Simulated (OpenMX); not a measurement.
# C under changes of volume

One of the cells (5.785 Å³/atom); the others are scaled copies at fixed shape and fractional positions:

```
C
1.0
     0.00000    1.79518    1.79518
     1.79518    0.00000    1.79518
     1.79518    1.79518    0.00000
C
2
Direct
  0.75000 0.75000 0.75000
  0.50000 0.50000 0.50000
```

This isn't the form of C at room conditions, which is graphite.

* Program: OpenMX 3.8.5
* Functional: PBE
* Potentials or basis: OpenMX 2013 PBE set, C6.0-s2p2d1, fixed grid of 21 × 21 × 21 points
* k mesh: 13 × 13 × 13
* Occupations: fermi-dirac, width 0.05 eV
* Spin: no spin polarisation

| volume (Å³/atom) | energy over the lowest point (meV/atom) | gap on the mesh (eV) |
| --- | --- | --- |
| 5.332 | ? | ? |
| 5.445 | 14.33 | 4.40 |
| 5.558 | 2.87 | 4.35 |
| 5.785 | 0.00 | 4.26 |
| 5.899 | 7.44 | 4.22 |
| 6.012 | 20.04 | 4.18 |

Q: What does the run at 5.332 Å³/atom give?

A: Energy over the lowest point 33.29 meV/atom; gap on the mesh 4.45 eV.

Worked out: A Birch-Murnaghan fit of order 3 (a polynomial in V^(-2/3)) to the other rows has its minimum at 5.70 Å³/atom with B0 = V·E''(V) = 436 GPa and B' = 3.8. It gives 33.34 meV/atom at 5.332 Å³/atom, against the run's 33.29. A straight line through the other rows of the gap, of slope -2.22 eV per unit of ln V, extrapolates to 4.44 eV, against the run's 4.45.

Energies are extrapolated to zero smearing.

Caveats: an odd mesh through Γ misses points on the zone boundary, where band edges often lie; the basis of atomic orbitals isn't converged, which shifts pressures, moduli and gaps.
